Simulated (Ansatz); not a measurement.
# PbSe: band gap under strain

Aim: follow the gap of rocksalt PbSe through these states: no strain; -4.0 % equal strain in all directions; -3.0 % equal strain in all directions. The table at the end shows which levels were run.

Program: Ansatz 0.2.0. PAW datasets, plane waves. Spin-unpolarised throughout; all numbers are computed.

**1. The system as given**

The unstrained cell was relaxed with r2SCAN; in each strained cell the atoms were relaxed again with r2SCAN. Names of k-points are those of the unstrained zone, where strain can split equivalent points. First state: no strain.

Space group Fm-3m (No. 225), cubic; a = 6.177 Å in the conventional setting, 29.47 Å³ an atom. Pb has 6 Se at 3.09 Å; Se has 6 Pb at 3.09 Å.

As a file:

```cif
data_structure
_symmetry_space_group_name_H-M 'P 1'
_symmetry_Int_Tables_number 1
_cell_length_a 4.3681
_cell_length_b 4.3681
_cell_length_c 4.3681
_cell_angle_alpha 60.000
_cell_angle_beta 60.000
_cell_angle_gamma 60.000
_cell_volume 58.93
loop_
_atom_site_label
_atom_site_type_symbol
_atom_site_fract_x
_atom_site_fract_y
_atom_site_fract_z
_atom_site_occupancy
Pb1 Pb 0.00000 0.00000 0.00000 1
Se1 Se 0.50000 0.50000 0.50000 1
```

**2. No strain: PBE**

input.yaml reads:

```yaml
crystal:
  lattice:
    - [0.0, 3.0887022195, 3.0887022195]
    - [3.0887022195, 0.0, 3.0887022195]
    - [3.0887022195, 3.0887022195, 0.0]
  atoms:
    - { symbol: Pb, position: [0.0, 0.0, 0.0] }
    - { symbol: Se, position: [0.5, 0.5, 0.5] }
kpoints:
  mp_grid: { grid: [8, 8, 8] }
  band_path:
    path:
      - [0.0, 0.0, 0.0]
      - [0.5, 0.0, 0.5]
      - [0.625, 0.25, 0.625]
      - [0.375, 0.375, 0.75]
      - [0.5, 0.5, 0.5]
      - [0.5, 0.25, 0.75]
      - [0.0, 0.0, 0.5]
    npoints: 1
hamiltonian:
  xc: pbe
scf:
  occupations: { method: fermi_dirac, width: 0.02 }
  n_extra_bands: 4
output:
  forces: true
  stress: true
  eigenvalues: true
```

Run with:

```sh
> ansatz run input.yaml --threads 2 --pin off --max-ram 20275MiB --backend cpu --events-out ev --progress --plain --runs-dir out
```

The runs that follow: No strain: r2SCAN; No strain: HSE06; No strain: r2SCAN+SOC; No strain: r2SCAN; -4.0 % equal strain in all directions: PBE; -4.0 % equal strain in all directions: r2SCAN; -4.0 % equal strain in all directions: HSE06; -4.0 % equal strain in all directions: r2SCAN+SOC; -3.0 % equal strain in all directions: PBE; -3.0 % equal strain in all directions: r2SCAN; -3.0 % equal strain in all directions: HSE06; -3.0 % equal strain in all directions: r2SCAN+SOC.

Before running it: what results should come out?

**Answer**, as computed:

Least gap in eV (negative: overlap), with the change from the unstrained cell in brackets:

```
                                state  volume change (%)           PBE        r2SCAN         HSE06
                            no strain               +0.0          0.37          0.67          0.79
-4.0 % equal strain in all directions              -11.5  0.00 (-0.37)  0.19 (-0.48)  0.26 (-0.53)
-3.0 % equal strain in all directions               -8.7  0.05 (-0.32)  0.33 (-0.34)  0.41 (-0.38)
```

With HSE06, of the states in the table -4.0 % equal strain in all directions shifts the gap most, by -0.528 eV. PBE and HSE06 differ by 0.42 eV on the unstrained gap, and by at most 0.15 eV on its change. Under -4.0 % equal strain in all directions PBE gives no gap, or under 0.02 eV, while HSE06 has one. Spin-orbit coupling is left out of the table, though the cell holds Pb (Z = 82); in an element this heavy it can shift bands and gaps by tenths of an eV.
